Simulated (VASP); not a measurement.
# Sc (I4/mmm) in VASP: equation of state

Aim: energy against volume of Sc in PBE, for its equilibrium volume and stiffness.

Everything below comes from runs of VASP 6.6.1. Logs are shortened: lines on timing, memory, paths and dates and some standing lists are left out, and cuts for length are marked.

**1. The structure**

The structure is tetragonal, space group I4/mmm (No. 139). Conventional cell: a = 3.834 Å, b = 3.834 Å, c = 3.435 Å, α = 90.00°, β = 90.00°, γ = 90.00°. Around Sc (site symmetry 4/mmm) lie 10 Sc at 3.21 to 3.44 Å.

This isn't the form of Sc at room conditions, which is hcp.

**2. Equation of state, PBE, 23.74 Å³/atom (volume scaled by 0.94)**

File INCAR:

```
SYSTEM = Sc
PREC     = Accurate       ! precision mode
ENCUT    = 520            ! plane-wave cutoff, eV
EDIFF    = 1E-7           ! SCF threshold, eV
ISMEAR   = -1             ! smearing method
SIGMA    = 0.05           ! smearing width, eV
LREAL    = .False.        ! projectors in reciprocal space
LASPH    = .True.         ! aspherical terms in the spheres
NELM     = 100            ! most SCF steps
ALGO     = Normal         ! electronic algorithm
ISIF     = 2              ! what is computed and relaxed
LWAVE    = .False.        ! write WAVECAR
LCHARG   = .False.        ! write CHGCAR
GGA      = PE             ! functional
NBANDS   = 12             ! bands
```

File KPOINTS:

```
regular mesh
0
Gamma
  10 10 10
  0 0 0
```

File POSCAR:

```
Sc
1.0
   -1.8780678615      1.8780678615      1.6825400391
    1.8780678615     -1.8780678615      1.6825400391
    1.8780678615      1.8780678615     -1.6825400391
Sc
1
Direct
    0.0000000000      0.0000000000      0.0000000000
```

Potentials or basis: VASP PAW PBE potentials, release 64 (Sc_sv).

The run is started by

```bash
cat potpaw_PBE.64/Sc_sv/POTCAR > POTCAR
mpirun -np 1 vasp_std > vasp.out
```

OUTCAR:

```text
SYSTEM = Sc
   PREC = Accurate
   ENCUT = 520
   EDIFF = 1E-7
   ISMEAR = -1
   LREAL = .False.
   LASPH = .True.
   NELM = 100
   ISIF = 2
   GGA = PE

 ion  position               nearest neighbor table
   1  0.000  0.000  0.000-

  LATTYP: Found a body centered tetragonal cell.
 ALAT       =     3.7561357230
 C/A-ratio  =     0.8958888406

  Lattice vectors:

 A1 = (  -1.8780678615,   1.8780678615,   1.6825400391)
 A2 = (   1.8780678615,  -1.8780678615,   1.6825400391)
 A3 = (   1.8780678615,   1.8780678615,  -1.6825400391)

Analysis of symmetry for initial positions (statically):
=====================================================================
 Subroutine PRICEL returns:
 Original cell was already a primitive cell.

 Routine SETGRP: Setting up the symmetry group for a
 body centered tetragonal supercell.

 Subroutine GETGRP returns: Found 16 space group operations
 (whereof 16 operations were pure point group operations)
 out of a pool of 16 trial point group operations.

The static configuration has the point symmetry D_4h.

Analysis of symmetry for dynamics (positions and initial velocities):
=====================================================================
 Subroutine PRICEL returns:
 Original cell was already a primitive cell.

 Routine SETGRP: Setting up the symmetry group for a
 body centered tetragonal supercell.

 Subroutine GETGRP returns: Found 16 space group operations
 (whereof 16 operations were pure point group operations)
 out of a pool of 16 trial point group operations.

The dynamic configuration has the point symmetry D_4h.

 Subroutine INISYM returns: Found 16 space group operations
 (whereof 16 operations are pure point group operations),
 and found     1 'primitive' translations

----------------------------------------------------------------------------------------

                                     Primitive cell

  volume of cell :      23.7382

  direct lattice vectors                    reciprocal lattice vectors
    -1.878067861  1.878067861  1.682540039     0.000000000  0.266231061  0.297169748
     1.878067861 -1.878067861  1.682540039     0.266231061  0.000000000  0.297169748
     1.878067861  1.878067861 -1.682540039     0.266231061  0.266231061  0.000000000

  length of vectors
     3.144076775  3.144076775  3.144076775     0.398984758  0.398984758  0.376507578

  position of ions in fractional coordinates (direct lattice)
     0.000000000  0.000000000  0.000000000

  ion indices of the primitive-cell ions
   primitive index   ion index
                 1           1

----------------------------------------------------------------------------------------

 KPOINTS: regular mesh

Automatic generation of k-mesh.
 Grid dimensions read from file:
 generate k-points for:   10   10   10

 Generating k-lattice:

  Cartesian coordinates                     Fractional coordinates (reciprocal lattice)
     0.000000000  0.026623106  0.029716975     0.100000000 -0.000000000  0.000000000
     0.026623106  0.000000000  0.029716975    -0.000000000  0.100000000  0.000000000
     0.026623106  0.026623106  0.000000000     0.000000000  0.000000000  0.100000000

  Length of vectors
     0.039898476  0.039898476  0.037650758

  Shift w.r.t. Gamma in fractional coordinates (k-lattice)
     0.000000000  0.000000000  0.000000000

 Subroutine IBZKPT returns following result:
 ===========================================

 Found    102 irreducible k-points:

 Following reciprocal coordinates:
            Coordinates               Weight
  0.000000  0.000000  0.000000      1.000000
  0.100000  0.000000  0.000000      8.000000
  0.200000  0.000000  0.000000      8.000000
  0.300000  0.000000  0.000000      8.000000
  0.400000  0.000000  0.000000      8.000000
  0.500000  0.000000  0.000000      4.000000
[... 42 lines left out ...]
 -0.100000  0.300000  0.100000      8.000000
  0.400000  0.400000  0.100000      4.000000
 [... further k-points ...]
   k-points           NKPTS =    102   k-points in BZ     NKDIM =    102   number of bands    NBANDS=     12
   number of dos      NEDOS =    301   number of ions     NIONS =      1
   total plane-waves  NPLWV =  13824
   dimension x,y,z NGX =    24 NGY =   24 NGZ =   24
   dimension x,y,z NGXF=    48 NGYF=   48 NGZF=   48
   ions per type =               1
   NGX,Y,Z   is equivalent  to a cutoff of  12.69, 12.69, 12.69 a.u.
   NGXF,Y,Z  is equivalent  to a cutoff of  25.38, 25.38, 25.38 a.u.
 SYSTEM =  Sc
   PREC   = accura    normal or accurate (medium, high low for compatibility)
   ISTART =      0    job   : 0-new  1-cont  2-samecut
   ICHARG =      2    charge: 1-file 2-atom 10-const
   ISPIN  =      1    spin polarized calculation?
   LNONCOLLINEAR =      F non collinear calculations
   LSORBIT =      F    spin-orbit coupling
   LASPH  =      T    aspherical Exc in radial PAW
   ENCUT  =  520.0 eV  38.22 Ry    6.18 a.u.   5.85  5.85  5.85*2*pi/ulx,y,z
   NELM   =    100;   NELMIN=  2; NELMDL= -5     # of ELM steps
   EDIFF  = 0.1E-06   stopping-criterion for ELM
   LREAL  =      F    real-space projection
   EDIFFG = 0.1E-05   stopping-criterion for IOM
   NSW    =      0    number of steps for IOM
   IBRION =     -1    ionic relax: 0-MD 1-quasi-New 2-CG
   NFREE  =      0    steps in history (QN), initial steepest desc. (CG)
   ISIF   =      2    stress and relaxation
   ISYM   =      2    0-nonsym 1-usesym 2-fastsym
   POTIM  = 0.5000    time-step for ionic-motion
   TEBEG  =    0.0;   TEEND  =   0.0 temperature during run
   PSTRESS=    0.0 pullay stress
   NELECT =      11.0000    total number of electrons
   NUPDOWN=      -1.0000    fix difference up-down
   EMIN   =  10.00;   EMAX   =-10.00  energy-range for DOS
   EFERMI =   0.00;   METHOD = LEGACY
   ISMEAR =    -1;   SIGMA  =   0.05  broadening in eV -4-tet -1-fermi 0-gaus
   EFERMI_NEDOS =   21; number of points for ismear=-14 and -15
   IALGO  =     38    algorithm
   IMIX   =      4    mixing-type and parameters
     AMIX     =   0.40;   BMIX     =  1.00
     AMIX_MAG =   1.60;   BMIX_MAG =  1.00
  volume/ion in A,a.u.               =      23.74       160.19
  Fermi-wavevector in a.u.,A,eV,Ry     =   1.266844  2.393988 21.835898  1.604893
  Thomas-Fermi vector in A             =   2.400023
   LORBIT       =      0    0 simple, 1 ext, 2 COOP (PROOUT), +10 PAW based schemes
   GGA     = PE    functional components
   LHFCALC =     F    Hartree Fock is set to
   AEXX    =    0.0000 exact exchange contribution
   IVDW    =     0    specifies the selected vdW correction
   LEPSILON=     F    determine dielectric tensor
   LRPA    =     F    only Hartree local field effects (RPA)
 non-spin polarized calculation
  energy-cutoff  :      520.00
  volume of cell :       23.74
 maximum number of plane-waves:       649
   NGX = 11   NGY = 11   NGZ = 11

 number of electron      10.9999996 magnetization

 Free energy of the ion-electron system (eV)
  ---------------------------------------------------
  ext. energy  EPLUGINS =         0.00000000
  ---------------------------------------------------
  free energy    TOTEN  =        -6.14098387 eV

  energy without entropy =       -6.12091767  energy(sigma->0) =       -6.13095077

 E-fermi :   4.0179     XC(G=0): -10.0303

 val. band max:        3.9938754869   @ k =   0.4000   0.2000   0.0000
 cond. band min:       4.0374090942   @ k =   0.5000   0.2000   0.0000
 fundamental gap:      0.0435336073
 Fermi energy:         4.0179425312

 k-point     1 :       0.0000    0.0000    0.0000
  band No.  band energies     occupation
      1     -45.4523      2.00000
      2     -23.8481      2.00000
      3     -23.8481      2.00000
      4     -23.8186      2.00000
      5      -1.2884      2.00000
      6       5.0887      0.00000
      7       5.8321      0.00000
      8       5.8321      0.00000
      9       6.5145      0.00000
     10       7.3605      0.00000
     11      17.8122      0.00000
     12      17.8122      0.00000

 k-point     2 :       0.1000    0.0000    0.0000
  band No.  band energies     occupation
      1     -45.4448      2.00000
      2     -23.8807      2.00000
      3     -23.8624      2.00000
      4     -23.8335      2.00000
      5      -1.0007      2.00000
      6       5.1068      0.00000
      7       5.7255      0.00000
      8       5.8564      0.00000
      9       6.5560      0.00000
     10       7.2328      0.00000
     11      17.7950      0.00000
     12      18.1053      0.00000

 k-point     3 :       0.2000    0.0000    0.0000
  band No.  band energies     occupation
      1     -45.4251      2.00000
      2     -23.9926      2.00000
      3     -23.8998      2.00000
      4     -23.8440      2.00000
      5      -0.1939      2.00000
      6       4.8764      0.00000
      7       5.2937      0.00000
      8       6.2778      0.00000
      9       6.7852      0.00000
     10       7.0588      0.00000
     11      16.8219      0.00000
     12      17.4052      0.00000

 k-point     4 :       0.3000    0.0000    0.0000
  band No.  band energies     occupation
      1     -45.4007      2.00000
      2     -24.1312      2.00000
      3     -23.9455      2.00000
      4     -23.8532      2.00000
      5       0.9313      2.00000
      6       4.4792      0.00020
      7       4.7632      0.00000
      8       6.9858      0.00000
      9       7.0940      0.00000
     10       7.1924      0.00000
     11      14.5461      0.00000
     12      16.1022      0.00000

 k-point     5 :       0.4000    0.0000    0.0000
  band No.  band energies     occupation
      1     -45.3808      2.00000
      2     -24.2412      2.00000
      3     -23.9822      2.00000
      4     -23.8604      2.00000
      5       1.9075      2.00000
      6       4.1676      0.09556
      7       4.6171      0.00001
      8       6.9780      0.00000
      9       7.5721      0.00000
     10       7.9527      0.00000
     11      12.4789      0.00000
     12      14.9722      0.00000
[... 468 lines left out ...]
      1     -45.3802      2.00000
      2     -24.1988      2.00000
      3     -23.9688      2.00000
      4     -23.9307      2.00000
      5       2.3958      2.00000
      6       4.0403      0.78011
      7       4.1201      0.22935
      8       7.0574      0.00000
      9       7.5120      0.00000
     10       8.7104      0.00000
     11      13.3502      0.00000
     12      13.5959      0.00000

 k-point    38 :       0.3000    0.2000    0.1000
  band No.  band energies     occupation
      1     -45.3714      2.00000
      2     -24.1985      2.00000
      3     -24.0338      2.00000
      4     -23.9373      2.00000
      5       3.0678      2.00000
      6       3.7916      1.97861
      7       4.2122      0.04023
      8       7.0852      0.00000
      9       7.6766      0.00000
     10       9.6461      0.00000
     11      11.5291      0.00000
     12      12.6556      0.00000

 k-point    39 :       0.4000    0.2000    0.1000
  band No.  band energies     occupation
      1     -45.3725      2.00000
      2     -24.1922      2.00000
      3     -24.0419      2.00000
      4     -23.9278      2.00000
      5       3.0507      2.00000
      6       3.8783      1.88452
      7       4.1439      0.14898
      8       7.1220      0.00000
      9       7.4526      0.00000
     10       9.6444      0.00000
     11      11.7535      0.00000
     12      12.4008      0.00000

 k-point    40 :       0.5000    0.2000    0.1000
  band No.  band energies     occupation
      1     -45.3829      2.00000
      2     -24.1913      2.00000
      3     -23.9813      2.00000
      4     -23.9052      2.00000
      5       2.3329      2.00000
      6       3.9452      1.62177
      7       4.3037      0.00657
      8       7.0468      0.00000
      9       7.1625      0.00000
     10       8.7816      0.00000
     11      12.7064      0.00000
     12      13.8948      0.00000

 [... further k-points ...]

------------------------ aborting loop because EDIFF is reached ----------------------------------------

  FORCE on cell =-STRESS in cart. coord.  units (eV):
  Direction    XX          YY          ZZ          XY          YZ          ZX
  --------------------------------------------------------------------------------------
  -------------------------------------------------------------------------------------
  Total        0.3273002      0.3273002      0.5011028      0.0000000     -0.0000000      0.0000000
  in kB       22.0906697     22.0906697     33.8212348      0.0000000     -0.0000000      0.0000000
  external PRESSURE =      26.0008581 kB  Pullay stress =       0.0000000 kB

 VOLUME and BASIS-vectors are now :
 -----------------------------------------------------------------------------
  energy-cutoff  :      520.00
  volume of cell :       23.74
      direct lattice vectors                 reciprocal lattice vectors
    -1.878067861  1.878067861  1.682540039     0.000000000  0.266231061  0.297169748
     1.878067861 -1.878067861  1.682540039     0.266231061  0.000000000  0.297169748
     1.878067861  1.878067861 -1.682540039     0.266231061  0.266231061  0.000000000

 POSITION                                       TOTAL-FORCE (eV/Angst)
 -----------------------------------------------------------------------------------
      0.00000      0.00000      0.00000        -0.000000      0.000000     -0.000000
 -----------------------------------------------------------------------------------
    total drift:                                0.000000      0.000000      0.000000

  FREE ENERGIE OF THE ION-ELECTRON SYSTEM (eV)
  ---------------------------------------------------
  free  energy   TOTEN  =        -6.1409838656 eV

  energy  without entropy=       -6.1209176729  energy(sigma->0) =       -6.13095077
```

It took 15 s on 1 thread of Intel Xeon Platinum 8488C (Sapphire Rapids), shared host; peak memory 0.15 GiB.

Results:

| Quantity | Value |
| --- | --- |
| Free energy | -6.1410 eV |
| Pressure | 2.6 GPa |
| Band gap on the k mesh | none (metal or under the smearing width) |

**3. Equation of state, PBE, 24.24 Å³/atom (volume scaled by 0.96)**

File INCAR:

```
PREC = Accurate
ENCUT = 520
EDIFF = 1E-7
ISMEAR = -1
SIGMA = 0.05
LREAL = F
LASPH = T
NELM = 60
ALGO = Normal
ISIF = 2
LWAVE = F
LCHARG = F
GGA = PE
NBANDS = 12
```

File KPOINTS:

```
regular mesh
0
Gamma
  10 10 10
```

File POSCAR:

```
Sc
1.0
   -1.8912941273      1.8912941273      1.6943893030
    1.8912941273     -1.8912941273      1.6943893030
    1.8912941273      1.8912941273     -1.6943893030
Sc
1
Direct
    0.0000000000      0.0000000000      0.0000000000
```

Potentials or basis: VASP PAW PBE potentials, release 64 (Sc_sv).

The run is started by

```bash
cat potpaw_PBE.64/Sc_sv/POTCAR > POTCAR
mpirun -np 1 vasp_std > vasp.out
```

Wall time 21 s (1 thread of Intel Xeon Platinum 8488C (Sapphire Rapids), shared host); peak memory 0.15 GiB.

It converged, with:

* Free energy: -6.1475 eV
* Pressure: 1.4 GPa
* Band gap on the k mesh: none (metal or under the smearing width)

**4. Equation of state, PBE, 24.75 Å³/atom (volume scaled by 0.98)**

File INCAR:

```
  PREC = Accurate
  ENCUT = 520
  EDIFF = 1E-7
  ISMEAR = -1
  SIGMA = 0.05
  LREAL = False
  LASPH = True
  NELM = 80
  ALGO = Normal
  ISIF = 2
  LWAVE = False
  LCHARG = False
  GGA = PE
  NBANDS = 12
```

File KPOINTS:

```
Automatic mesh
0
Gamma
  10 10 10
```

File POSCAR:

```
Sc
1.0
   -1.9043379473      1.9043379473      1.7060751157
    1.9043379473     -1.9043379473      1.7060751157
    1.9043379473      1.9043379473     -1.7060751157
Sc
1
Direct
    0.0000000000      0.0000000000      0.0000000000
```

The run is started by

```bash
cat potpaw_PBE.64/Sc_sv/POTCAR > POTCAR
mpirun -np 1 vasp_std > vasp.out
```

Wall time 16 s (1 thread of Intel Xeon Platinum 8488C (Sapphire Rapids), shared host); peak memory 0.15 GiB.

The run converged. Its results:

```
Free energy            : -6.1502 eV
Pressure               : 0.3 GPa
Band gap on the k mesh : none (metal or under the smearing width)
```

(Part 1 of 2 ends here.)
